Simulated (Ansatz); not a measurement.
Li:

```
CELL_PARAMETERS angstrom
0.00000 2.20200 2.20200
2.20200 0.00000 2.20200
2.20200 2.20200 0.00000
ATOMIC_POSITIONS crystal
Li 0.00000 0.00000 0.00000
```

This isn't the form of Li at room conditions, which is bcc.

```yaml
Program: Ansatz 0.2.0
Task: relaxation of cell and atoms
Functional: PBE
Potentials_or_basis: Ansatz PAW
Cutoff: "420 eV (not typed: the program's choice for these potentials)"
k_mesh: 10 × 10 × 10
Occupations: fermi-dirac, width 0.05 eV
Spin: no spin polarisation
```

At the start: volume 21.35 Å³/atom.

**Question.** How do energy, volume and symmetry change on relaxing?

**Answer.** It ends after 4 steps and the volume is 20.18 Å³/atom (-5.5 %); space group Fm-3m (No. 225, to 0.05 Å).

The path:
```csv
step,energy change (eV),largest force (eV/Å),volume (Å³)
1,0.0000,0.0000,21.35
2,-0.0017,0.0000,20.86
3,-0.0025,0.0000,20.18
4,-0.0025,0.0000,20.18
```

Final structure:
```xyz
1
Lattice="0.0000 2.1611 2.1611 2.1611 0.0000 2.1611 2.1611 2.1611 0.0000" Properties=species:S:1:pos:R:3 pbc="T T T"
Li    0.0000    0.0000    0.0000
```

Caveat: the plane-wave basis is chosen anew once the cell has moved, so the energies of steps on either side of that aren't comparable.
